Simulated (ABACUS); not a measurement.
Input of an ABACUS 3.10.1 run:

File run_abacus.py:

```python
"""ABACUS run from a structure file: ASE reads it, the script writes STRU, KPT and INPUT."""
import re
import subprocess
from ase.io import read
from ase.units import Bohr

atoms = read("Bi.cif")
atoms = atoms[(-atoms.numbers).argsort(kind="stable")]  # ABACUS lists atoms element by element
pseudo = {'Bi': '83_Bi_15_2.4_2.8_pbe_n_v1.0.upf'}
orbital = {'Bi': 'Bi_confined-atom_8au_2s2p2d.orb'}
magmoms = None
kmesh = [8, 8, 8]
params = {
    'suffix': 'Bi',
    'calculation': 'scf',
    'basis_type': 'lcao',
    'pseudo_dir': './',
    'orbital_dir': './',
    'symmetry': 1,
    'dft_functional': 'GGA_X_B88+GGA_C_LYP',
    'ecutwfc': 100,
    'pseudo_rcut': 10,
    'nspin': 1,
    'nbands': 18,
    'ks_solver': 'genelpa',
    'smearing_method': 'fd',
    'smearing_sigma': 0.00367493,
    'scf_thr': 1e-07,
    'scf_nmax': 100,
    'mixing_type': 'broyden',
    'mixing_beta': 0.7,
    'cal_force': 1,
    'cal_stress': 1,
    'out_mul': 1,
    'out_chg': 1,
}

symbols = atoms.get_chemical_symbols()
elements = list(dict.fromkeys(symbols))
lines = ["ATOMIC_SPECIES"] + [f"{e} {atoms.get_masses()[symbols.index(e)]:.4f} {pseudo[e]}" for e in elements]
if orbital:
    lines += ["", "NUMERICAL_ORBITAL"] + [orbital[e] for e in elements]
lines += ["", "LATTICE_CONSTANT", f"{1 / Bohr:.10f}", "", "LATTICE_VECTORS"]
lines += [" ".join(f"{x:.10f}" for x in v) for v in atoms.cell]
lines += ["", "ATOMIC_POSITIONS", "Direct"]
for e in elements:
    lines += ["", e, "0.0", str(symbols.count(e))]
    for i, p in enumerate(atoms.get_scaled_positions(wrap=False)):
        if symbols[i] == e:
            mag = "" if magmoms is None else " mag " + " ".join(str(x) for x in (magmoms[i] if isinstance(magmoms[i], list) else [magmoms[i]]))
            lines.append(" ".join(f"{x:.10f}" for x in p) + " 1 1 1" + mag)
open("STRU", "w").write("\n".join(lines) + "\n")
open("KPT", "w").write("K_POINTS\n0\nGamma\n%d %d %d 0 0 0\n" % tuple(kmesh))
open("INPUT", "w").write("INPUT_PARAMETERS\n" + "".join(f"{k:<20s}{v}\n" for k, v in params.items()))

done = subprocess.run(['mpirun', '-np', '4', 'abacus'])
if done.returncode:
    raise SystemExit(done.returncode)
log = open("OUT.Bi/running_scf.log").read()
print("final energy (eV):", re.findall(r"FINAL_ETOT_IS (\S+)", log))
```

Bi.cif

```cif
data_Bi
_cell_length_a 3.43193835
_cell_length_b 3.43193835
_cell_length_c 3.43193835
_cell_angle_alpha 109.47122063
_cell_angle_beta 109.47122063
_cell_angle_gamma 109.47122063
_space_group_name_H-M_alt 'P1'
_space_group_name_Hall 'P 1'
_space_group_IT_number 1
loop_
_space_group_symop_operation_xyz
'x,y,z'
loop_
_atom_site_label
_atom_site_type_symbol
_atom_site_symmetry_multiplicity
_atom_site_Wyckoff_symbol
_atom_site_fract_x
_atom_site_fract_y
_atom_site_fract_z
_atom_site_occupancy
Bi1 Bi 1 a 0.0000000000 0.0000000000 0.0000000000 1
```

Potentials or basis: SPMS ONCV 1.0 PBE, DZP LCAO (the cutoffs set its grid).

Run with:

```console
$ OMP_NUM_THREADS=1 python run_abacus.py > log
```

Task: What does it give for the pressure?

Result: 6.4 GPa.

Task: Estimate the band gap on the k mesh.

Result: None (metal or under the smearing width).

Caveat: the atomic orbitals were generated for these runs and aren't a published set; the potentials were made for another functional, which shifts forces and pressure; spin-orbit coupling is left out, which moves the levels of the heavy elements; the basis of atomic orbitals isn't converged, which shifts pressures, moduli and gaps.
